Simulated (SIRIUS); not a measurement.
# AgCl (Chlorargyrite) (Fm-3m) in SIRIUS: reference runs, part 2 of 2

SIRIUS 7.10.0. Earlier steps stand in the parts before.

## (5) Single point, PBE, 20.05 Å³/atom (volume scaled by 0.98)

Input file sirius.json:

```json
{
  "control": {
    "processing_unit": "cpu",
    "verbosity": 2,
    "num_bands_to_print": 21,
    "print_forces": true,
    "print_stress": true
  },
  "parameters": {
    "electronic_structure_method": "pseudopotential",
    "xc_functionals": ["XC_GGA_X_PBE", "XC_GGA_C_PBE"],
    "gk_cutoff": 9.1,
    "pw_cutoff": 18.2,
    "ngridk": [8, 8, 8],
    "shiftk": [0, 0, 0],
    "smearing": "fermi_dirac",
    "smearing_width": 0.0018374661,
    "num_bands": 21,
    "num_mag_dims": 0,
    "num_dft_iter": 100,
    "energy_tol": 1e-08,
    "density_tol": 1e-06
  },
  "iterative_solver": {
    "type": "davidson",
    "min_tolerance": 1e-09,
    "tolerance_scale": [0.1, 0.25]
  },
  "mixer": {
    "type": "anderson",
    "beta": 0.7,
    "max_history": 8
  },
  "settings": {
    "tol_ne": 1e-10,
    "pseudo_grid_cutoff": 6.5
  },
  "unit_cell": {
    "lattice_vectors": [
      [0.0, 0.707106781187, 0.707106781187],
      [0.707106781187, 0.0, 0.707106781187],
      [0.707106781187, 0.707106781187, 0.0]
    ],
    "lattice_vectors_scale": 7.2601660563,
    "atom_coordinate_units": "lattice",
    "atom_types": ["Ag", "Cl"],
    "atom_files": {
      "Cl": "Cl.json",
      "Ag": "Ag.json"
    },
    "atoms": {
      "Ag": [
        [0.0, 0.0, 0.0]
      ],
      "Cl": [
        [0.5, 0.5, 0.5]
      ]
    }
  }
}
```

On the command line:

```sh
upf_to_json Cl.upf
upf_to_json Ag.upf
OMP_NUM_THREADS=1 sirius.scf --input=sirius.json --output=out.json --task=0
```

Run time: 43 s. Hardware: 1 thread of Arm Neoverse V2, shared host; peak memory 0.33 GiB.

It converged, with:

- Free energy: -4665.3013 eV
- Pressure: 5.2 GPa
- Band gap on the k mesh: 0.91 eV

## (6) Single point, PBE, 20.87 Å³/atom (volume scaled by 1.02)

Edit sirius.json of step 5 so:

```diff
@@ -43,3 +43,3 @@
     ],
-    "lattice_vectors_scale": 7.2601660563,
+    "lattice_vectors_scale": 7.3576295795,
     "atom_coordinate_units": "lattice",
```

Potentials or basis: PseudoDojo 0.4.1 PBE standard (scalar relativistic).

On the command line:

```sh
upf_to_json Cl.upf
upf_to_json Ag.upf
OMP_NUM_THREADS=1 sirius.scf --input=sirius.json --output=out.json --task=0
```

What it wrote:

```text
[info] SIRIUS version : 7.10.0
[info] number of MPI ranks           : 1
[info] MPI grid                      : 1 1
[info] maximum number of OMP threads : 1
[fft] FFT context for density and potential
[fft] =====================================
[fft]   comm size                             : 1
[fft]   plane wave cutoff                     : 18.2
[fft]   grid size                             : 45 45 45   total : 91125
[fft]   grid limits                           : -22 22   -22 22   -22 22
[fft]   number of G-vectors within the cutoff : 14382
[fft]   local number of G-vectors             : 14382
[fft]   number of G-shells                    : 786
[fft] FFT context for coarse grid
[fft] =====================================
[fft]   comm size                             : 1
[fft]   plane wave cutoff                     : 18.2
[fft]   grid size                             : 45 45 45   total : 91125
[fft]   grid limits                           : -22 22   -22 22   -22 22
[fft]   number of G-vectors within the cutoff : 14382
[fft]   local number of G-vectors             : 14382
[... 363 lines left out ...]
[find] --------------------------------------------------------------------------------
[find] valence_eval_sum               :     -12.87567589
[find] <rho|V^{XC}>                   :     -23.36715545
[find] <rho|E^{XC}>                   :     -27.67860576
[find] <mag|B^{XC}>                   :       0.00000000
[find] <rho|V^{H}>                    :     100.00621440
[find] one-electron contribution      :     -89.51473484 (Ha),    -179.02946967 (Ry)
[find] hartree contribution           :      50.00310720
[find] xc contribution                :     -27.67860576
[find] ewald contribution             :    -104.25796636
[find] PAW contribution               :       0.00000000
[find] smearing (-TS)                 :      -0.00000008
[find] SCF correction                 :       0.00005609
[find] Total energy                   :    -171.44814367 (Ha),    -342.89628733 (Ry)
[find] Free energy (E-TS)             :    -171.44814375 (Ha),    -342.89628749 (Ry)
[find] band gap (eV)                  :       0.90858099
[find] Efermi                         :       0.33237752
[ground_state] === stress tensor components [kbar] ===
[ground_state] === stress_kin ===
[ground_state] -41050.906102    0.000000    0.000000
[ground_state]     0.000000-41050.906102   -0.000000
[ground_state]     0.000000   -0.000000-41050.906102
[ground_state] === stress_har ===
[ground_state] -17411.435675    0.000000    0.000000
[ground_state]     0.000000-17411.435675   -0.000000
[ground_state]     0.000000   -0.000000-17411.435675
[ground_state] === stress_ewald ===
[ground_state] 36303.361461   -0.000000   -0.000000
[ground_state]    -0.00000036303.361461    0.000000
[ground_state]    -0.000000    0.00000036303.361461
[ground_state] === stress_vloc ===
[ground_state] 18453.913053   -0.000000   -0.000000
[ground_state]    -0.00000018453.913053    0.000000
[ground_state]    -0.000000    0.00000018453.913053
[ground_state] === stress_xc ===
[ground_state] -4205.403253    0.000000    0.000000
[ground_state]     0.000000-4205.403253   -0.000000
[ground_state]     0.000000   -0.000000-4205.403253
[ground_state] === stress_core ===
[ground_state] 11594.507035   -0.000000   -0.000000
[ground_state]    -0.00000011594.507035    0.000000
[ground_state]    -0.000000    0.00000011594.507035
[ground_state] === stress_nonloc ===
[ground_state] -3711.087797    0.000000   -0.000000
[ground_state]     0.000000-3711.087797   -0.000000
[ground_state]    -0.000000   -0.000000-3711.087797
[ground_state] === stress_us_nl ===
[ground_state] -3711.087797    0.000000   -0.000000
[ground_state]     0.000000-3711.087797   -0.000000
[ground_state]    -0.000000   -0.000000-3711.087797
[ground_state] === stress_total ===
[ground_state]   -27.051277    0.000000   -0.000000
[ground_state]     0.000000  -27.051277   -0.000000
[ground_state]    -0.000000   -0.000000  -27.051277
[ground_state] ==== total Forces in Ha/bohr =====
[ground_state] atom:    0, force:       0.0000000      0.0000000      0.0000000
[... 14 lines left out ...]
[ground_state] atom:    0, force:       0.0000000      0.0000000      0.0000000
[ground_state] atom:    1, force:       0.0000000      0.0000000      0.0000000
[~DFT_ground_state] local op. applied: 16101
[~DFT_ground_state] evp. work count: 3054.67
[~DFT_ground_state] number of iterative solver steps: 1144
```

Run time: 43 s. Hardware: 1 thread of Arm Neoverse V2, shared host; peak memory 0.33 GiB.

Results:

```yaml
Free_energy: -4665.3417 eV
Pressure: 2.7 GPa
Band_gap_on_the_k_mesh: 0.91 eV
```

## (7) Single point, PBE, 21.28 Å³/atom (volume scaled by 1.04)

Edit sirius.json of step 6 so:

```diff
@@ -43,3 +43,3 @@
     ],
-    "lattice_vectors_scale": 7.3576295795,
+    "lattice_vectors_scale": 7.4054077337,
     "atom_coordinate_units": "lattice",
```

On the command line:

```sh
upf_to_json Cl.upf
upf_to_json Ag.upf
OMP_NUM_THREADS=1 sirius.scf --input=sirius.json --output=out.json --task=0
```

It took 45 s on 1 thread of Arm Neoverse V2, shared host; peak memory 0.34 GiB.

Results (log left out):

| Item | Value |
| --- | --- |
| Free energy | -4665.3530 eV |
| Pressure | 1.7 GPa |
| Band gap on the k mesh | 0.91 eV |

## (8) Single point, PBE, 21.69 Å³/atom (volume scaled by 1.06)

Edit sirius.json of step 7 so:

```diff
@@ -43,3 +43,3 @@
     ],
-    "lattice_vectors_scale": 7.4054077337,
+    "lattice_vectors_scale": 7.4525772077,
     "atom_coordinate_units": "lattice",
```

On the command line:

```sh
upf_to_json Cl.upf
upf_to_json Ag.upf
OMP_NUM_THREADS=1 sirius.scf --input=sirius.json --output=out.json --task=0
```

Wall time 41 s (1 thread of Arm Neoverse V2, shared host); peak memory 0.37 GiB.

The run converged. Its results:

* Free energy: -4665.3594 eV
* Pressure: 0.7 GPa
* Band gap on the k mesh: 0.92 eV

## (9) Equation of state, PBE

Potentials or basis: PseudoDojo 0.4.1 PBE standard (scalar relativistic).

This step only gathers the single runs of the series.

Results:

| Quantity | Value |
| --- | --- |
| Equilibrium volume | 22.08 Å³/atom (rough: see the caveat) |
| Bulk modulus | 42 GPa (rough) |

Energy against volume, from the lowest point:
| volume (Å³/atom) | energy (meV/atom) |
| --- | --- |
| 19.231 | 63.45 |
| 19.640 | 44.25 |
| 20.049 | 29.04 |
| 20.458 | 17.39 |
| 20.868 | 8.88 |
| 21.277 | 3.19 |
| 21.686 | 0.00 |

Caveat: the minimum lies outside the volumes run.

## (10) Against experiment

Step 2. Measured gap of AgCl: 3.249 eV (indirect; a printed reference work, data compilation). This calculation gives 0.91 eV (-2.34 eV). So large a miss can be the level of theory's own, or it may mean another phase, state or a wrong row. Spin-orbit coupling on Ag is left out. The value is that of PBE on a finite k mesh, which can miss the band edges, without temperature or zero-point motion. Semilocal functionals fall short of measured gaps as a rule.
